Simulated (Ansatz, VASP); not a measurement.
**Yb in VASP and in Ansatz**

```
CELL_PARAMETERS angstrom
2.93760 0.00000 0.00000
0.00000 2.93760 0.00000
0.00000 0.00000 2.93760
ATOMIC_POSITIONS crystal
Yb 0.00000 0.00000 0.00000
```

Change from the starting cell: volume scaled by 0.65, LAPW.

Alike in both runs: task single point; functional PBE; k mesh 13 × 13 × 13; occupations fermi-dirac, width 0.1 eV; no spin polarisation.

|  | VASP | Ansatz |
| --- | --- | --- |
| version | VASP 6.6.1 | Ansatz 0.2.0 |
| potentials or method | VASP PAW PBE potentials, release 64 (Yb), cutoff 520 eV | all-electron LAPW, scalar-relativistic |

|  | VASP | Ansatz | Ansatz less VASP |
| --- | --- | --- | --- |
| pressure (GPa) | 11.9 | 11.8 | -0.12 |

Ansatz ran all-electron here, so the differences hold the error of VASP's frozen core and of both bases.

Spin-orbit coupling is left out, which matters for the levels of Yb. Spin polarisation is off, so any magnetic state and its effect on volume and gap are missing.
